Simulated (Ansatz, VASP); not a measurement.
Two plane-wave programs on Ir

```
Ir
1.0
     2.73697    0.00000    0.00000
     0.00000    2.73697    0.00000
     0.00000    0.00000   24.67664
Ir
6
Direct
  0.50000 0.50000 0.30393
  0.00000 0.00000 0.38236
  0.50000 0.50000 0.46079
  0.00000 0.00000 0.53921
  0.50000 0.50000 0.61764
  0.00000 0.00000 0.69607
```

Alike in both runs: task single point; functional PBE; k mesh 13 × 13 × 1; occupations fermi-dirac, width 0.025 eV; no spin polarisation.

|  | VASP | Ansatz |
| --- | --- | --- |
| version | VASP 6.6.1 | Ansatz 0.2.0 |
| potentials or method | VASP PAW PBE potentials, release 64 (Ir) | scalar-relativistic, plane waves, PAW |
| plane-wave cutoff (eV) | 520 | 420 |
| valence electrons in the cell | 54 | 102 |

VASP gave:

```
gap on the k mesh at the Fermi level (eV) : none
rms of the force components (eV/Å)        : 0.429
```

Task: Estimate Ansatz's values.

Result: gap on the k mesh at the Fermi level (eV): none; rms of the force components (eV/Å): 0.438.

Atom by atom the forces differ by 0.011 eV/Å (rms over components). A gap of «none» marks a metal or a gap that the smearing closes. With one functional, cell and mesh, what is left measures potentials, basis and numerics. The two sets of potentials don't hold the same shells in valence.

The runs have no spin-orbit coupling, so splittings on Ir are missing.
